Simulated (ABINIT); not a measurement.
## PbS (Galena) in ABINIT: convergence with cutoff

The system is PbS (Galena).

```
Pb S
1.0
     0.00000    2.96575    2.96575
     2.96575    0.00000    2.96575
     2.96575    2.96575    0.00000
Pb S
1 1
Cartesian
  0.0000 0.0000 0.0000
  2.9657 2.9657 2.9657
```

* Program: ABINIT 10.8.3 (patched build)
* Task: single point
* Functional: LDA
* Potentials or basis: JTH PAW LDA v2.0
* Cutoff: 245 eV
* k mesh: 8 × 8 × 8
* Occupations: cold (ABINIT), width 0.05 eV
* Spin: no spin polarisation

These are the settings of the first run; the series varies cutoff, with any setting tied to it.

Hardware: 1 thread of Arm Neoverse V1, with other jobs on the host.

| cutoff | energy less the tightest run (meV/atom) | gap on the mesh (eV) | SCF cycles | CPU time (s) | peak memory (GiB) |
| --- | --- | --- | --- | --- | --- |
| 9 Ha | 562.09 | 0.235 | 12 | 8.2 | 0.1 |
| 11 Ha | 160.33 | 0.237 | 13 | 9.7 | 0.1 |
| 13 Ha | 93.00 | 0.234 | 13 | 13 | 0.1 |
| 15.5 Ha | 78.18 | 0.231 | 13 | 17 | 0.11 |
| 18.5 Ha | 28.04 | 0.230 | 14 | 21 | 0.11 |
| 22 Ha | 13.99 | 0.229 | 15 | 31 | 0.12 |
| 25.5 Ha | 9.59 | 0.229 | 16 | 42 | 0.13 |
| 29.5 Ha | 1.33 | 0.229 | 16 | 45 | 0.14 |
| 35 Ha | 0.00 | 0.229 | 17 | 68 | 0.16 |

Against the tightest run, the gap on the mesh stays within 0.01 eV from 9 Ha on. Not settled before the last step: the energy (to 1 meV/atom). The tightest run that finished is the yardstick and may itself not be fully converged.

Caveat, for the tightest run too: spin-orbit coupling is left out, which as a rule narrows the gap of such compounds by several tenths of an eV.
